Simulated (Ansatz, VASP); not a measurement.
# BN: VASP beside Ansatz

INCAR

```
SYSTEM = BN
ALGO     = Normal         ! electronic algorithm
EDIFF    = 1E-6           ! SCF threshold, eV
ENCUT    = 520            ! plane-wave cutoff, eV
GGA      = PE             ! functional
ISIF     = 2              ! what is computed and relaxed
ISMEAR   = 0              ! smearing method
LASPH    = .True.         ! aspherical terms in the spheres
LCHARG   = .True.         ! write CHGCAR
LELF     = .True.         ! ELF
LREAL    = .False.        ! projectors in reciprocal space
LVHAR    = .True.       
LWAVE    = .False.        ! write WAVECAR
NBANDS   = 11             ! bands
NELM     = 100            ! most SCF steps
PREC     = Accurate       ! precision mode
SIGMA    = 0.05           ! smearing width, eV
```

File KPOINTS:

```
k-points
0
Gamma
  12 12 12
  0 0 0
```

POSCAR

```
BN
1.0
    0.0000000000      1.8130010000      1.8130010000
    1.8130010000      0.0000000000      1.8130010000
    1.8130010000      1.8130010000      0.0000000000
B N
1 1
Direct
    0.0000000000      0.0000000000     -0.0780040145
    0.7500000000      0.7500000000      0.7500000000
```

Input for Ansatz:

```yaml
crystal:
  lattice:
    - [0.0, 1.813001, 1.813001]
    - [1.813001, 0.0, 1.813001]
    - [1.813001, 1.813001, 0.0]
  atoms:
    - { symbol: B, position: [0.0, 0.0, -0.0780040145] }
    - { symbol: "N", position: [0.75, 0.75, 0.75] }
basis:
  ecutwfc: 420
kpoints:
  mp_grid: { grid: [12, 12, 12] }
hamiltonian:
  xc: pbe
scf:
  occupations: { method: gaussian, width: 0.05 }
output:
  forces: true
  stress: true
  eigenvalues: true
```

Change from the starting cell: all B atoms moved -0.200 Å, as atom 1 along Cartesian [1 1 0].

Alike in both runs: task single point; functional PBE; k mesh 12 × 12 × 12; occupations gaussian, width 0.05 eV; no spin polarisation.

|  | VASP | Ansatz |
| --- | --- | --- |
| version | VASP 6.6.1 | Ansatz 0.2.0 |
| potentials or method | VASP PAW PBE potentials, release 64 (B, N) | scalar-relativistic, plane waves, PAW |
| plane-wave cutoff (eV) | 520 | 420 |
| valence electrons in the cell | 8 | 8 |

VASP gave:

- gap on the k mesh at the Fermi level (eV): 2.67
- least direct gap on the mesh (eV): 6.89
- pressure (GPa): 11.4
- largest component of the traceless stress (GPa): 12.14
- rms of the force components (eV/Å): 2.914

Question: Which values does Ansatz return?

Answer: gap on the k mesh at the Fermi level (eV): 2.68; least direct gap on the mesh (eV): 6.89; pressure (GPa): 11.3; largest component of the traceless stress (GPa): 12.16; rms of the force components (eV/Å): 2.908.

Atom by atom the forces differ by 0.007 eV/Å (rms over components).

Caveats: forces of over 1 eV/Å show positions far from the minimum, so gaps and moduli don't describe the material at rest. A k mesh can miss the band edges.
